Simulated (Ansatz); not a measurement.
# PtTe₂

Computed with Ansatz (plane waves, PAW, 500 eV cutoff): r²SCAN, scalar-relativistic, no spin polarisation, Γ-centred 10×10×6 mesh, 0.05 eV Gaussian smearing; PAW files: Ansatz's generated set soft_2.

```xyz
3
Lattice="4.0476 0.0000 0.0000 -2.0238 3.5053 0.0000 0.0000 0.0000 5.5284" Properties=species:S:1:pos:R:3 pbc="T T T"
Te    0.0000    2.3369    1.3644
Te    2.0238    1.1684    4.1640
Pt    0.0000    0.0000    0.0000
```

The chain of runs began from a cell as deposited in COD, expanded in volume. Of that entry: the entry's cell lengths or inner coordinates differ somewhat from later room-temperature determinations.

**Question.** Which orbitals carry the states at the Fermi level, and how many states are there?

**Answer.** Within 0.1 eV of it: Te 5p 66 %, Pt 5d 28 % (shares among the projected shells). The Fermi level sits on a steep edge: the density of states is 0.5, 1.1 and 1.3 states/eV per cell at −0.1, 0 and +0.1 eV.

Density of states (tetrahedra, averaged over 0.3 eV; states/eV per cell of 3 atoms; energy in eV from the Fermi level; projections on Löwdin-orthogonalised atomic orbitals, summed over sites):

```tsv
E	total	Te 5p	Pt 5d	Pt 6s	Te 5s
-7.30	0.1	0.1	0.0	0.0	0.0
-7.00	0.9	0.5	0.2	0.2	0.0
-6.70	1.9	1.1	0.3	0.4	0.1
-6.40	2.3	1.2	0.7	0.2	0.1
-6.10	2.2	1.2	0.9	0.1	0.1
-5.80	4.6	1.9	2.5	0.1	0.1
-5.50	4.7	1.8	2.6	0.1	0.1
-5.20	3.1	1.3	1.5	0.1	0.2
-4.90	1.6	0.6	0.9	0.0	0.1
-4.60	4.0	1.3	2.4	0.1	0.1
-4.30	6.0	1.4	4.3	0.1	0.2
-4.00	1.8	0.3	1.4	0.0	0.0
-3.70	5.2	0.5	4.4	0.2	0.1
-3.40	2.7	0.8	1.6	0.1	0.1
-3.10	2.5	1.2	1.0	0.1	0.1
-2.80	2.9	1.6	1.1	0.0	0.1
-2.50	2.4	1.5	0.8	0.0	0.0
-2.20	2.0	1.3	0.6	0.0	0.0
-1.90	2.6	1.8	0.6	0.0	0.1
-1.60	2.0	1.5	0.3	0.0	0.1
-1.30	1.5	1.2	0.2	0.0	0.0
-1.00	1.3	1.1	0.1	0.0	0.0
-0.70	0.7	0.6	0.1	0.0	0.0
-0.40	0.5	0.4	0.1	0.0	0.0
-0.10	0.7	0.4	0.2	0.0	0.0
0.20	1.5	1.0	0.4	0.0	0.1
0.50	1.6	1.0	0.4	0.0	0.1
0.80	1.9	1.3	0.5	0.0	0.1
1.10	2.1	1.5	0.5	0.0	0.0
1.40	2.7	2.0	0.6	0.0	0.0
1.70	2.3	1.7	0.5	0.0	0.0
2.00	1.0	0.8	0.2	0.0	0.0
2.30	0.0	0.0	0.0	0.0	0.0
2.60	0.0	0.0	0.0	0.0	0.0
2.90	0.0	0.0	0.0	0.0	0.0
3.20	0.4	0.1	0.0	0.2	0.0
3.50	1.1	0.3	0.0	0.4	0.0
3.80	1.9	0.6	0.1	0.6	0.0
4.10	1.3	0.4	0.0	0.4	0.0
4.40	1.2	0.3	0.0	0.3	0.0
4.70	0.8	0.2	0.0	0.2	0.0
5.00	1.1	0.1	0.0	0.2	0.0
5.30	1.3	0.1	0.0	0.1	0.0
5.60	1.9	0.1	0.0	0.1	0.0
5.90	1.2	0.0	0.0	0.0	0.0
```

Spin–orbit coupling, which matters for such heavy elements, is left out. The structure is layered, and this functional has no dispersion term, so the layers' spacing is poorly fixed, often too long, and so is what hangs on it. The relaxed cell is 7 % larger in volume than the cell of this structure in the Crystallography Open Database (24.43 Å³/atom, 1965).
